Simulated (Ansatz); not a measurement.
# Nb3Sn: the cost of one run

Method: DFT PBE, scalar-relativistic, plane waves, PAW, in Ansatz 0.2.0.

### Step 1. Starting point

Symmetry: Pm-3m, No. 221, cubic system. The conventional cell has a = 4.178 Å, b = 4.178 Å, c = 4.178 Å, α = 90.00°, β = 90.00°, γ = 90.00°. Around Nb (site symmetry 4/mmm) lie 8 Nb at 2.95 Å and 4 Sn at 2.95 Å. Around Sn (site symmetry m-3m) lie 12 Nb at 2.95 Å.

As a file:

```cif
data_structure
_symmetry_space_group_name_H-M 'P 1'
_symmetry_Int_Tables_number 1
_cell_length_a 4.1778
_cell_length_b 4.1778
_cell_length_c 4.1778
_cell_angle_alpha 90.000
_cell_angle_beta 90.000
_cell_angle_gamma 90.000
_cell_volume 72.92
loop_
_atom_site_label
_atom_site_type_symbol
_atom_site_fract_x
_atom_site_fract_y
_atom_site_fract_z
_atom_site_occupancy
Nb1 Nb 0.00000 0.50000 0.50000 1
Nb2 Nb 0.50000 0.00000 0.50000 1
Nb3 Nb 0.50000 0.50000 0.00000 1
Sn1 Sn 0.00000 0.00000 0.00000 1
```

This is candidate A: Cu3Au (L1_2) type (Pm-3m, No. 221).

(A quick probe on a coarse mesh, which set the mesh and smearing, is not shown.)

### Step 3. Coarse relaxation (candidate A)

File input.yaml:

```yaml
crystal:
  lattice:
    - [4.177831812, 0.0, 0.0]
    - [0.0, 4.177831812, 0.0]
    - [0.0, 0.0, 4.177831812]
  atoms:
    - { symbol: Nb, position: [0.0, 0.5, 0.5] }
    - { symbol: Nb, position: [0.5, 0.0, 0.5] }
    - { symbol: Nb, position: [0.5, 0.5, 0.0] }
    - { symbol: Sn, position: [0.0, 0.0, 0.0] }
basis:
  ecutwfc: 420
kpoints:
  mp_grid: { grid: [4, 4, 4] }
hamiltonian:
  xc: pbe
scf:
  occupations: { method: gaussian, width: 0.1 }
  lower_state_search: "off"
output:
  forces: true
  stress: true
  eigenvalues: true
relax:
  adjacent_minimum: "off"
  f_tol: 0.04
  max_steps: 70
  cell: { stress_tol: 0.4 }
```

Run with:

```sh
$ ansatz run input.yaml --threads 1 --pin off --max-ram 2560MiB --backend cpu --events-out ev --progress --plain --runs-dir out
```

**Question.** How long does this run take on 1 thread of Arm Neoverse V1, shared host, and how much memory does it need?

About 8.5 s, with a peak of 0.33 GiB.
